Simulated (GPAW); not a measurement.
Zn:

```
CELL_PARAMETERS angstrom
0.00000 1.96478 1.96478
1.96478 0.00000 1.96478
1.96478 1.96478 0.00000
ATOMIC_POSITIONS crystal
Zn 0.00000 0.00000 0.00000
```

This isn't the form of Zn at room conditions, which is hcp.

Base run:

```yaml
Program: GPAW 26.7.0
Functional: LDA
Potentials_or_basis: the program's PAW data sets (release 1.2.1) made for this functional
Cutoff: 600 eV
Basis: pw
k_mesh: 12 × 12 × 12
Occupations: fermi-dirac, width 0.05 eV
Spin: no spin polarisation
```

Its results: pressure -8.9 GPa.

Question: The run is repeated on the same cell with these changes: functional from LDA to r2SCAN; potentials or basis from the program's PAW data sets (release 1.2.1) made for this functional to GPAW PAW data sets (gpaw-data 1.2.1). What comes out?

Answer: Pressure -4.3 GPa.

Caveats: the PAW data sets were made with another functional, which shifts forces and pressure a little (some runs).

Not every run made on this cell is shown here.
